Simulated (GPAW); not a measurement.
As:

```
As
1.0
     2.70368    0.00000    0.00000
     0.00000    2.70368    0.00000
     0.00000    0.00000    2.70368
As
1
Cartesian
  1.3518 1.3518 1.3518
```

This isn't the form of As at room conditions, which is rhombohedral.

```yaml
Program: GPAW 26.7.0
Task: relaxation of cell and atoms
Functional: LDA
Potentials_or_basis: the program's PAW data sets (release 1.2.1) made for this functional
Cutoff: 600 eV
Basis: pw
k_mesh: 10 × 10 × 10
Occupations: fermi-dirac, width 0.05 eV
Spin: no spin polarisation
```

At the start: pressure -3.1 GPa; volume 19.76 Å³/atom.

Q: How do energy, volume and symmetry change on relaxing?

A: Over 3 steps the energy falls by 6.6 meV/atom and the volume is 19.07 Å³/atom (-3.5 %); space group Pm-3m (No. 221, to 0.05 Å).

The path:
| step | energy change (eV) | largest force (eV/Å) | pressure (GPa) | volume (Å³) |
| --- | --- | --- | --- | --- |
| 1 | 0.0000 | 0.0000 | -3.08 | 19.76 |
| 2 | -0.0047 | 0.0000 | -1.69 | 19.44 |
| 3 | -0.0066 | 0.0000 | 0.07 | 19.07 |

Final structure:
```
As
1.0
     2.67189    0.00000    0.00000
     0.00000    2.67189    0.00000
     0.00000    0.00000    2.67189
As
1
Cartesian
  1.3359 1.3359 1.3359
```

Caveat: later steps reuse the first step's grids.
